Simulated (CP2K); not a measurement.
# SnSe2 under changes of volume

One of the cells (25.726 Å³/atom); the others are scaled copies at fixed shape and fractional positions:

```
Sn Se
1.0
     3.81100    0.00000    0.00000
    -1.90550    3.30042    0.00000
     0.00000    0.00000    6.13600
Sn Se
1 2
Direct
  0.00000 0.00000 0.00000
  0.66667 0.33333 0.75100
  0.33333 0.66667 0.24900
```

| Item | Value |
| --- | --- |
| Program | CP2K 2026.2 |
| Functional | PBEsol |
| Potentials or basis | POTENTIAL_UZH Sn GTH-PBE-q4, Se GTH-PBE-q6; TZVP-MOLOPT-PBE-GTH basis |
| Density cutoff | 6123 eV |
| k mesh | 8 × 8 × 5 |
| Occupations | fermi-dirac, width 0.05 eV |
| Spin | no spin polarisation |

```csv
volume (Å³/atom),energy over the lowest point (meV/atom),pressure (GPa),gap on the mesh (eV),largest force (eV/Å)
24.182,115.56,11.7,0.72,1.791
24.697,?,?,?,?
25.212,54.34,7.5,0.69,1.296
25.726,33.12,5.7,0.68,1.075
26.241,17.34,4.1,0.66,0.869
26.755,6.46,2.7,0.64,0.679
27.270,0.00,1.4,0.62,0.502
```

Problem. What does the run at 24.697 Å³/atom give?

Solution. Energy over the lowest point 81.60 meV/atom; pressure 9.5 GPa; gap on the mesh 0.70 eV; largest force 1.534 eV/Å.

Worked out: A Birch-Murnaghan fit of order 3 (a polynomial in V^(-2/3)) to the other rows has its minimum at 27.87 Å³/atom, just outside them, with B0 = V·E''(V) = 60 GPa and B' = 4.4 at fixed shape and positions, which overstates the stiffness. It gives 81.60 meV/atom at 24.697 Å³/atom, against the run's 81.60, and -dE/dV = 9.5 GPa, against 9.5. A straight line through the other rows of the gap, of slope -0.826 eV per unit of ln V, gives 0.71 eV, against the run's 0.70.

Energies are extrapolated to zero smearing.

Caveats: the potentials were made for another functional, which shifts forces and pressure; spin-orbit coupling is left out, which moves the levels of the heavy elements; an odd mesh through Γ misses points on the zone boundary, where band edges often lie; this functional lacks dispersion, which binds the layers, so the pressure and a relaxed spacing across them are unreliable; the basis of atomic orbitals isn't converged, which shifts pressures, moduli and gaps.
